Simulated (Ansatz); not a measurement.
## Molecular dynamics of MgO

input.yaml

```yaml
accuracy: low
crystal:
  lattice:
    - [0.0, 4.2181, 4.2181]
    - [4.2181, 0.0, 4.2181]
    - [4.2181, 4.2181, 0.0]
  atoms:
    - { symbol: Mg, position: [-0.00068322, -0.01769398, 0.02482967] }
    - { symbol: O, position: [0.23244755, 0.25180558, 0.23450319] }
    - { symbol: Mg, position: [0.00370698, 0.03186664, 0.48184056] }
    - { symbol: O, position: [0.25575488, 0.24388981, 0.76809147] }
    - { symbol: Mg, position: [0.00223092, 0.48736015, -0.02348996] }
    - { symbol: O, position: [0.26299566, 0.73991917, 0.28589951] }
    - { symbol: Mg, position: [0.01221821, 0.50704023, 0.50102045] }
    - { symbol: O, position: [0.24341248, 0.75250453, 0.75383457] }
    - { symbol: Mg, position: [0.52923386, -0.00910488, -0.00743957] }
    - { symbol: O, position: [0.74676033, 0.22700979, 0.24338519] }
    - { symbol: Mg, position: [0.49293367, -0.00750947, 0.51138891] }
    - { symbol: O, position: [0.72648167, 0.26762945, 0.75137301] }
    - { symbol: Mg, position: [0.47954922, 0.49711294, 0.00049615] }
    - { symbol: O, position: [0.73086484, 0.77818816, 0.24950736] }
    - { symbol: Mg, position: [0.5157328, 0.51729087, 0.48150084] }
    - { symbol: O, position: [0.7482299, 0.72938786, 0.75875703] }
basis:
  ecutwfc: 420.0
kpoints:
  mp_grid: { grid: [2, 2, 2] }
hamiltonian:
  xc: pbesol
scf:
  occupations: { method: fermi_dirac, width: 0.05 }
  lower_state_search: "off"
md:
  timestep: 1.5
  n_steps: 300
  ensemble: nvt_langevin
  temperature: 1560.0
  initial_velocities: maxwell_boltzmann
  seed: 428574
  friction: 0.01
```

Launched with:

```bash
$ ansatz run input.yaml --threads 1 --pin off --max-ram 3072MiB --backend cpu --events-out ev --progress --plain --runs-dir out
```

It goes on from the last frame of an earlier run, with new velocities.

Output, in part (step lines):

```
md step     0: t =     0.00 fs  T =  1462.5 K  F+E_penalty+E_count = -19805.39377316 eV  E_kin = 3.024684 eV  (8 SCF iters)
md step     1: t =     1.50 fs  T =  1359.2 K  F+E_penalty+E_count = -19805.31301828 eV  E_kin = 2.810953 eV  (7 SCF iters)
md step     2: t =     3.00 fs  T =  1398.8 K  F+E_penalty+E_count = -19805.18883704 eV  E_kin = 2.892857 eV  (7 SCF iters)
md step     3: t =     4.50 fs  T =  1279.4 K  F+E_penalty+E_count = -19805.02627117 eV  E_kin = 2.646097 eV  (8 SCF iters)
md step     4: t =     6.00 fs  T =  1235.1 K  F+E_penalty+E_count = -19804.85141209 eV  E_kin = 2.554338 eV  (7 SCF iters)
md step     5: t =     7.50 fs  T =  1198.8 K  F+E_penalty+E_count = -19804.66661632 eV  E_kin = 2.479389 eV  (6 SCF iters)
md step     6: t =     9.00 fs  T =  1172.0 K  F+E_penalty+E_count = -19804.48029155 eV  E_kin = 2.423787 eV  (6 SCF iters)
md step     7: t =    10.50 fs  T =  1173.0 K  F+E_penalty+E_count = -19804.29684838 eV  E_kin = 2.425944 eV  (6 SCF iters)
[... lines left out ...]
md step   299: t =   448.50 fs  T =  1839.5 K  F+E_penalty+E_count = -19802.67000070 eV  E_kin = 3.804401 eV  (6 SCF iters)
md step   300: t =   450.00 fs  T =  1911.0 K  F+E_penalty+E_count = -19802.68754545 eV  E_kin = 3.952338 eV  (8 SCF iters)
```

The steps, from the saved trajectory:

```tsv
time (fs)	T (K)	potential energy less start (eV)
0.0	1462	0.000
15.0	1035	1.418
30.0	1467	1.694
45.0	1912	1.788
60.0	1329	2.737
75.0	2067	1.003
90.0	1246	2.190
105.0	1990	0.552
120.0	1124	1.613
135.0	1394	1.217
150.0	1337	2.150
165.0	1515	2.073
180.0	1945	1.123
195.0	1595	2.378
210.0	1652	2.245
225.0	1892	1.868
240.0	1903	1.726
255.0	1976	1.493
270.0	1320	2.740
285.0	1707	1.534
300.0	1727	1.320
315.0	1745	0.886
330.0	1827	1.423
345.0	1493	1.933
360.0	1850	1.713
375.0	2012	1.345
390.0	1827	2.033
405.0	2109	1.705
420.0	1306	3.368
435.0	2839	0.733
450.0	1911	2.706
```

The run went to its last step. The mean temperature of the second half is 18 % above the set value. A run of 0.45 ps of so small a system gives no equilibrium averages. Limits of this set-up: coarse k mesh, low accuracy level.

Mean squared displacements from the first frame to the last, about the centre of mass: Mg 0.06 Å², O 0.09 Å².

Last frame:

```xyz
16
Lattice="0.0000 4.2181 4.2181 4.2181 0.0000 4.2181 4.2181 4.2181 0.0000" Properties=species:S:1:pos:R:3
Mg 0.258 0.209 -1.224
O 2.147 2.211 0.525
Mg 2.423 2.528 -1.471
O 4.669 4.187 0.856
Mg 2.259 0.186 0.740
O 4.227 2.104 3.038
Mg 4.638 2.243 0.858
O 6.738 4.404 2.895
Mg 0.237 2.299 0.680
O 2.163 4.663 2.857
Mg 2.457 4.484 0.656
O 4.579 6.372 2.788
Mg 2.299 2.355 2.913
O 4.561 4.370 4.825
Mg 4.296 4.141 2.768
O 6.532 6.522 5.111
```

Time of the run: 13 min on 1 thread of Intel(R) Xeon(R) Platinum 8375C CPU @ 2.90GHz (Ice Lake), on a shared host, peak memory 0.52 GiB.
